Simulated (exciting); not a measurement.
# AlNi3 (Fm-3m) in exciting: single point with BLYP+D2

Aim: the single point of AlNi3 with BLYP+D2.

All numbers are computed with exciting (release sodium); they aren't measurements. Logs are shortened: lines on timing, memory, paths and dates and some standing lists are left out, and cuts for length are marked.

## 1. The crystal as given

The structure is cubic, space group Fm-3m (No. 225). Conventional cell: a = 5.604 Å, b = 5.604 Å, c = 5.604 Å, α = 90.00°, β = 90.00°, γ = 90.00°. Around Ni (site symmetry -43m) lie 4 Ni at 2.43 Å and 4 Al at 2.43 Å. Ni (site symmetry m-3m) is surrounded by 8 Ni at 2.43 Å. Around Al (site symmetry m-3m) lie 8 Ni at 2.43 Å.

The cell comes from a database or a generator and needn't be the stable form of this composition.

## 2. Single point, BLYP+D2, collinear spin, antiferromagnetic start

input.xml

```xml
<input>
  <title>AlNi3</title>
  <structure speciespath="./" tshift="false">
    <crystal scale="7.4879813342">
      <basevect>0.000000000000 0.999999999994 0.000000000000</basevect>
      <basevect>-0.816496580929 0.500000000009 0.288675134585</basevect>
      <basevect>0.000000000000 0.500000000009 0.866025403779</basevect>
    </crystal>
    <species speciesfile="Ni.xml" rmt="2">
      <atom coord="0.750000000000 0.750000000000 0.750000000000" bfcmt="0 0 -8"/>
      <atom coord="0.000000000000 0.000000000000 0.000000000000" bfcmt="0 0 8"/>
      <atom coord="0.250000000000 0.250000000000 0.250000000000" bfcmt="0 0 -8"/>
    </species>
    <species speciesfile="Al.xml" rmt="2">
      <atom coord="0.500000000000 0.500000000000 0.500000000000" bfcmt="0 0 0"/>
    </species>
  </structure>
  <groundstate do="fromscratch" ngridk="5 5 5" rgkmax="9" gmaxvr="14" lmaxapw="10" lmaxmat="10" lmaxvr="8" stype="Fermi Dirac" swidth="0.00367493" nempty="40" ValenceRelativity="zora" epsengy="1e-05" epspot="1e-05" maxscl="90" tforce="true" outputlevel="normal" vdWcorrection="DFTD2">
    <libxc exchange="XC_GGA_X_B88" correlation="XC_GGA_C_LYP"/>
    <spin reducebf="0.5"/>
  </groundstate>
  <properties>
    <DFTD2/>
  </properties>
</input>
```

Potentials or basis: all-electron LAPW+lo, shipped species files, valence relativity zora.

Command:

```sh
OMP_NUM_THREADS=1 exciting_smp
```

INFO.OUT:

```text
================================================================================
EXCITING SODIUM started
[... 10 lines left out ...]

 Lattice vectors (cartesian) :
      0.0000000000      7.4879813342      0.0000000000
     -6.1139111574      3.7439906672      2.1615940194
      0.0000000000      3.7439906672      6.4847820584

 Reciprocal lattice vectors (cartesian) :
      0.3425622402      0.8391026936     -0.4844561660
     -1.0276867206      0.0000000000      0.0000000000
      0.3425622402     -0.0000000000      0.9689123321

 Unit cell volume                           :     296.8788517263
 Brillouin zone volume                      :       0.8355267207

 Species :    1 (Ni)
     parameters loaded from                 :    Ni.xml
     name                                   :    nickel
     nuclear charge                         :     -28.00000000
     electronic charge                      :      28.00000000
     atomic mass                            :  106991.52300000
     muffin-tin radius                      :       2.00000000
     # of radial points in muffin-tin       :     350

     atomic positions (lattice) :
       1 :   0.75000000  0.75000000  0.75000000
       2 :   0.00000000  0.00000000  0.00000000
       3 :   0.25000000  0.25000000  0.25000000

     magnetic fields (cartesian) :
       1 :   0.00000000  0.00000000 -8.00000000
       2 :   0.00000000  0.00000000  8.00000000
       3 :   0.00000000  0.00000000 -8.00000000

 Species :    2 (Al)
     parameters loaded from                 :    Al.xml
     name                                   :    aluminium
     nuclear charge                         :     -13.00000000
     electronic charge                      :      13.00000000
     atomic mass                            :   49184.33493000
     muffin-tin radius                      :       2.00000000
     # of radial points in muffin-tin       :     300

     atomic positions (lattice) :
       1 :   0.50000000  0.50000000  0.50000000

     magnetic fields (cartesian) :
       1 :   0.00000000  0.00000000  0.00000000

 Total number of atoms per unit cell        :       4

 Spin treatment                             :    spin-polarised
 Global magnetic field (cartesian) :        0.00000000   0.00000000   0.00000000
 collinear magnetisation in z-direction

 Number of Bravais lattice symmetries       :      48
 Number of crystal symmetries               :      48

 k-point grid                               :       5    5    5
 Total number of k-points                   :      10
 k-point set is reduced with crystal symmetries

 R^MT_min * |G+k|_max (rgkmax)              :       9.00000000
 Species with R^MT_min                      :       1 (Ni)
 Maximum |G+k| for APW functions            :       4.50000000
 Maximum |G| for potential and density      :      14.00000000

 G-vector grid sizes                        :      36    36    36
 Total number of G-vectors                  :   13803

 Maximum angular momentum used for
     APW functions                          :      10
     computing H and O matrix elements      :      10
     potential and density                  :       8
     inner part of muffin-tin               :       2

 Total nuclear charge                       :     -97.00000000
 Total electronic charge                    :      97.00000000
 Total core charge                          :      40.00000000
 Total valence charge                       :      57.00000000

 Number of empty states                     :      40
 Total number of valence states             :     138

 Maximum Hamiltonian size                   :     510
 Maximum number of plane-waves              :     467
 Total number of local-orbitals             :      43

 Exchange-correlation type                  :     100
     libxc; exchange: Becke 88; correlation: Lee, Yang & Parr (see libxc for references)

 Smearing scheme                            :    Fermi-Dirac
 Smearing width                             :       0.00367493

 Using multisecant Broyden potential mixing
[... 6 lines left out ...]
* Groundstate module started                                                   *
********************************************************************************
 Output level for this task is set to normal

++++++++++++++++++++++++++++++++++++++++++++++++++++++++++++++++++++++++++++++++
[... 5 lines left out ...]
+ SCF iteration number :    1                                                  +
++++++++++++++++++++++++++++++++++++++++++++++++++++++++++++++++++++++++++++++++
 Total energy                               :     -4825.42947393
 _______________________________________________________________
 Fermi energy                               :         0.35439845
 Kinetic energy                             :      4871.68295363
 Coulomb energy                             :     -9485.38736083
 Exchange energy                            :      -207.11100972
 Correlation energy                         :        -4.61405702
 No external B-field energy in total energy

 DOS at Fermi energy (states/Ha/cell)       :        60.06557220

 Electron charges :
     core                                   :        40.00000000
     core leakage                           :         0.00832298
     valence                                :        57.00000000
     interstitial                           :         6.06068748
     charge in muffin-tin spheres :
                  atom     1    Ni          :        26.74052074
                  atom     2    Ni          :        26.63724296
                  atom     3    Ni          :        26.74052074
                  atom     4    Al          :        10.82102808
     total charge in muffin-tins            :        90.93931252
     total charge                           :        97.00000000

 Moments :
     interstitial                           :        -0.04674187
     moment in muffin-tin spheres :
                  atom     1    Ni          :         0.41047436
                  atom     2    Ni          :        -0.55518945
                  atom     3    Ni          :         0.41047436
                  atom     4    Al          :        -0.02392266
     total moment in muffin-tins            :         0.24183661
     total moment                           :         0.19509473

++++++++++++++++++++++++++++++++++++++++++++++++++++++++++++++++++++++++++++++++
+ SCF iteration number :    2                                                  +
++++++++++++++++++++++++++++++++++++++++++++++++++++++++++++++++++++++++++++++++
 Total energy                               :     -4795.64698590
 _______________________________________________________________
 Fermi energy                               :         0.38789800
 Kinetic energy                             :      4885.16590876
 Coulomb energy                             :     -9470.59576306
 Exchange energy                            :      -205.61749769
 Correlation energy                         :        -4.59963390
 No external B-field energy in total energy
[... 925 lines left out ...]
 DOS at Fermi energy (states/Ha/cell)       :        73.01816024

 Electron charges :
     core                                   :        40.00000000
     core leakage                           :         0.00844190
     valence                                :        57.00000000
     interstitial                           :         6.60675255
     charge in muffin-tin spheres :
                  atom     1    Ni          :        26.47586212
                  atom     2    Ni          :        26.44343092
                  atom     3    Ni          :        26.47586212
                  atom     4    Al          :        10.99809230
     total charge in muffin-tins            :        90.39324745
     total charge                           :        97.00000000

 Moments :
     interstitial                           :        -0.00000001
     moment in muffin-tin spheres :
                  atom     1    Ni          :         0.00000023
                  atom     2    Ni          :        -0.00000049
                  atom     3    Ni          :         0.00000023
                  atom     4    Al          :        -0.00000001
     total moment in muffin-tins            :        -0.00000004
     total moment                           :        -0.00000005

 RMS change in effective potential (target) :  0.597351E-08  ( 0.100000E-04)
 Absolute change in total energy   (target) :  0.329466E-05  ( 0.100000E-04)
 Charge distance                   (target) :  0.320220E-08  ( 0.100000E-04)
 Abs. change in max-nonIBS-force   (target) :   0.00000      ( 0.500000E-04)

++++++++++++++++++++++++++++++++++++++++++++++++++++++++++++++++++++++++++++++++
| Convergency criteria checked for the last 2 iterations                       +
| Convergence targets achieved. Performing final SCF iteration                 +
++++++++++++++++++++++++++++++++++++++++++++++++++++++++++++++++++++++++++++++++
 Total energy                               :     -4806.50077507
 _______________________________________________________________
 Fermi energy                               :         0.36887694
 Kinetic energy                             :      4880.37557830
 Coulomb energy                             :     -9476.10125325
 Exchange energy                            :      -206.10880862
 Correlation energy                         :        -4.60483843
 No external B-field energy in total energy
 DFT-D2 dispersion correction               :        -0.06145307

 DOS at Fermi energy (states/Ha/cell)       :        73.01816211

 Electron charges :
     core                                   :        40.00000000
     core leakage                           :         0.00844190
     valence                                :        57.00000000
     interstitial                           :         6.60675256
     charge in muffin-tin spheres :
                  atom     1    Ni          :        26.47586212
                  atom     2    Ni          :        26.44343089
                  atom     3    Ni          :        26.47586212
                  atom     4    Al          :        10.99809230
     total charge in muffin-tins            :        90.39324744
     total charge                           :        97.00000000

 Moments :
     interstitial                           :         0.00000000
     moment in muffin-tin spheres :
                  atom     1    Ni          :         0.00000017
                  atom     2    Ni          :        -0.00000036
                  atom     3    Ni          :         0.00000017
                  atom     4    Al          :        -0.00000001
     total moment in muffin-tins            :        -0.00000002
     total moment                           :        -0.00000002

++++++++++++++++++++++++++++++++++++++++++++++++++++++++++++++++++++++++++++++++
+ Self-consistent loop stopped                                                 +
++++++++++++++++++++++++++++++++++++++++++++++++++++++++++++++++++++++++++++++++
 STATE.OUT is written

--------------------------------------------------------------------------------
- Writing atomic positions and forces                                          -
--------------------------------------------------------------------------------

 Atomic positions (lattice) :
 atom     1  Ni  :     0.75000000    0.75000000    0.75000000
 atom     2  Ni  :     0.00000000    0.00000000    0.00000000
 atom     3  Ni  :     0.25000000    0.25000000    0.25000000
 atom     4  Al  :     0.50000000    0.50000000    0.50000000

 Total atomic forces including IBS (cartesian) :
 atom     1  Ni  :     0.00000000   -0.00000000   -0.00000000
 atom     2  Ni  :    -0.00000000   -0.00000000    0.00000000
 atom     3  Ni  :    -0.00000000    0.00000000    0.00000000
 atom     4  Al  :    -0.00000000   -0.00000000    0.00000000

 Atomic force components including IBS (cartesian) :
 atom     1  Ni  :     0.00000000   -0.00000000   -0.00000000   HF force
                 :    -0.00000000    0.00000000    0.00000000   core correction
                 :    -0.00000000   -0.00000000    0.00000000   IBS correction
                 :    -0.00000000   -0.00000000    0.00000000   DFT-D2 force
 atom     2  Ni  :     0.00000000    0.00000000   -0.00000000   HF force
                 :     0.00000000    0.00000000    0.00000000   core correction
                 :    -0.00000000    0.00000000   -0.00000000   IBS correction
                 :     0.00000000   -0.00000000    0.00000000   DFT-D2 force
 atom     3  Ni  :    -0.00000000    0.00000000    0.00000000   HF force
                 :     0.00000000   -0.00000000   -0.00000000   core correction
                 :     0.00000000    0.00000000   -0.00000000   IBS correction
                 :     0.00000000    0.00000000   -0.00000000   DFT-D2 force
 atom     4  Al  :     0.00000000    0.00000000   -0.00000000   HF force
                 :     0.00000000    0.00000000    0.00000000   core correction
                 :     0.00000000    0.00000000   -0.00000000   IBS correction
                 :    -0.00000000    0.00000000   -0.00000000   DFT-D2 force

********************************************************************************
* Groundstate module stopped                                                   *
********************************************************************************

--------------------------------------------------------------------------------
- CAUTION! Warnings have been written in file WARNING.OUT !                    -
--------------------------------------------------------------------------------
================================================================================
| EXCITING SODIUM stopped                                                      =
================================================================================
```

Run time: 2.9 min. Hardware: 1 thread of AMD EPYC 7R13 (Zen 3), shared host; peak memory 0.24 GiB.

Results:

- Free energy: -130791.6470 eV
- Band gap on the k mesh: none (metal or under the smearing width)
- Net moment: 0.00 μB per cell
- All electrons inside the program's atomic spheres: Ni 26.48, 26.44; Al 11.00 (radii Ni 2.0, Al 2.0 bohr)
- Dispersion energy per atom: -0.418 eV
- Density of states at the Fermi level: 2.68 states/eV per cell

Levels at points of the mesh, in eV from the Fermi level:
Spin up:
| k point | band 25 | band 26 | band 27 | band 28 | band 29 | band 30 | band 31 | band 32 |
| --- | --- | --- | --- | --- | --- | --- | --- | --- |
| (0.00, 0.00, 0.00) | -0.61 | -0.61 | -0.60 | -0.60 | 5.52 | 5.52 | 5.52 | 5.93 |
Spin down:
| k point | band 26 | band 27 | band 28 | band 29 | band 30 | band 31 |
| --- | --- | --- | --- | --- | --- | --- |
| (0.00, 0.00, 0.00) | -0.61 | -0.60 | -0.60 | 5.52 | 5.52 | 5.52 |

Caveat: the k mesh is coarse (spacing up to 0.39 Å⁻¹), so the values aren't converged; the log's total energy holds no entropy term; the free energy is that total less TS from the occupations; the starting moments collapsed, and a magnetic state may lie lower.
